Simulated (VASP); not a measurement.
A run of VASP 6.6.1:

Contents of INCAR:

```
PREC     = Accurate       # precision mode
ENCUT    = 520            # plane-wave cutoff, eV
EDIFF    = 1E-6           # SCF threshold, eV
ISMEAR   = 0              # smearing method
SIGMA    = 0.1            # smearing width, eV
LREAL    = False          # projectors in reciprocal space
LASPH    = True           # aspherical terms in the spheres
NELM     = 80             # most SCF steps
ALGO     = Fast           # electronic algorithm
ISIF     = 2              # what is computed and relaxed
LWAVE    = False          # write WAVECAR
LCHARG   = True           # write CHGCAR
GGA      = PS             # functional
LELF     = True           # ELF
LVHAR    = True         
NBANDS   = 12             # bands
```

The input KPOINTS:

```
Automatic mesh
0
Gamma
  26 26 26
```

Contents of POSCAR:

```
Au
1.0
    0.0000000000      2.0409900000      2.0409900000
    2.0409900000      0.0000000000      2.0409900000
    2.0409900000      2.0409900000      0.0000000000
Au
1
Direct
    1.0000000000      0.0000000000      1.0000000000
```

Potentials or basis: VASP PAW PBE potentials, release 64 (Au).

Run with:

```sh
$ cat potpaw_PBE.64/Au/POTCAR > POTCAR
$ mpirun -np 1 vasp_std > vasp.out
```

Hardware: 1 thread of Intel(R) Xeon(R) 6975P-C (Granite Rapids) (shared host).

Estimate the wall time of this run.

It took 30 s on 1 thread of Intel(R) Xeon(R) 6975P-C (Granite Rapids), with other jobs on the host, peak memory 0.22 GiB. Counts: scf iterations 12, k points 511.
